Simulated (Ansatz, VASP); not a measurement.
**CsSnI3 in VASP and in Ansatz**

INCAR

```
  PREC = Accurate
  ENCUT = 520
  EDIFF = 1E-7
  ISMEAR = 0
  SIGMA = 0.01
  LREAL = F
  LASPH = T
  NELM = 80
  ALGO = Normal
  ISIF = 2
  LWAVE = F
  LCHARG = F
  GGA = PS
  NBANDS = 30
```

Contents of KPOINTS:

```
regular mesh
0
Gamma
  6 6 6
```

File POSCAR:

```
CsSnI3
1.0
    5.8887085413      0.0000000000      0.0000000000
    0.0000000000      5.8887085413      0.0000000000
    0.0000000000      0.0000000000      5.8887085413
Cs Sn I
1 1 3
Direct
    0.0000000000      0.0000000000      0.0000000000
    0.5000000000      0.5000000000      0.5000000000
    0.0000000000      0.5000000000      0.5000000000
    0.5000000000      0.0000000000      0.5000000000
    0.5000000000      0.5000000000      0.0000000000
```

Input for Ansatz:

```yaml
crystal:
  lattice:
    - [5.8887085413, 0.0, 0.0]
    - [0.0, 5.8887085413, 0.0]
    - [0.0, 0.0, 5.8887085413]
  atoms:
    - { symbol: Cs, position: [0.0, 0.0, 0.0] }
    - { symbol: Sn, position: [0.5, 0.5, 0.5] }
    - { symbol: I, position: [0.0, 0.5, 0.5] }
    - { symbol: I, position: [0.5, 0.0, 0.5] }
    - { symbol: I, position: [0.5, 0.5, 0.0] }
basis:
  ecutwfc: 420
kpoints:
  mp_grid: { grid: [6, 6, 6] }
hamiltonian:
  xc: pbesol
scf:
  occupations: { method: gaussian, width: 0.01 }
output:
  forces: true
  stress: true
  eigenvalues: true
```

Change from the starting cell: equal strain along all axes, cell held, atoms relaxed: -4.0 %.

Alike in both runs: task single point; functional PBEsol; k mesh 6 × 6 × 6; occupations gaussian, width 0.01 eV; no spin polarisation.

|  | VASP | Ansatz |
| --- | --- | --- |
| version | VASP 6.6.1 | Ansatz 0.2.0 |
| potentials or method | VASP PAW PBE potentials, release 64 (Cs_sv, Sn_d, I) | scalar-relativistic, plane waves, PAW |
| plane-wave cutoff (eV) | 520 | 420 |
| valence electrons in the cell | 44 | 74 |

```csv
,VASP,Ansatz,Ansatz less VASP
gap on the k mesh at the Fermi level (eV),none,none,-
pressure (GPa),3.0,3.0,-0.02
```

A gap of «none» marks a metal or a gap that the smearing closes. With one functional, cell and mesh, what is left measures potentials, basis and numerics. The two sets of potentials don't hold the same shells in valence.

Caveats: the PAW data sets were made with another functional, which shifts forces and pressure a little (VASP). Spin-orbit coupling is left out, which matters for the levels of Cs, I.
